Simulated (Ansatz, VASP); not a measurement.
# Si in VASP and in Ansatz

File INCAR:

```
PREC = Accurate
ENCUT = 520
EDIFF = 1E-7
ISMEAR = 0
SIGMA = 0.05
LREAL = F
LASPH = T
NELM = 100
ALGO = Normal
ISIF = 2
LWAVE = F
LCHARG = F
NBANDS = 11
```

Contents of KPOINTS:

```
regular mesh
0
Gamma
  10 10 10
```

POSCAR

```
Si
1.0
    0.0000000000      3.0481654620      2.1550529816
    3.0481654620      0.0000000000      2.1550529816
    3.0481654620      3.0481654620      0.0000000000
Si
2
Direct
    0.5000000000      0.5000000000      0.5000000000
    0.7500000000      0.7500000000      0.7500000000
```

Input for Ansatz:

```yaml
crystal:
  lattice:
    - [0.0, 3.048165462, 2.1550529816]
    - [3.048165462, 0.0, 2.1550529816]
    - [3.048165462, 3.048165462, 0.0]
  atoms:
    - { symbol: Si, position: [0.5, 0.5, 0.5] }
    - { symbol: Si, position: [0.75, 0.75, 0.75] }
basis:
  ecutwfc: 420
kpoints:
  mp_grid: { grid: [10, 10, 10] }
hamiltonian:
  xc: lda
scf:
  occupations: { method: gaussian, width: 0.05 }
output:
  forces: true
  stress: true
  eigenvalues: true
```

Alike in both runs: task single point; functional LDA; k mesh 10 × 10 × 10; occupations gaussian, width 0.05 eV; no spin polarisation.

|  | VASP | Ansatz |
| --- | --- | --- |
| version | VASP 6.6.1 | Ansatz 0.2.0 |
| potentials or method | VASP PAW LDA potentials, release 64 (Si) | scalar-relativistic, plane waves, PAW |
| plane-wave cutoff (eV) | 520 | 420 |
| valence electrons in the cell | 8 | 8 |

```tsv
	VASP	Ansatz	Ansatz less VASP
gap on the k mesh at the Fermi level (eV)	none	none	-
pressure (GPa)	-6.0	-6.1	-0.02
largest component of the traceless stress (GPa)	8.49	8.48	-0.008
```

A gap of «none» marks a metal or a gap that the smearing closes.
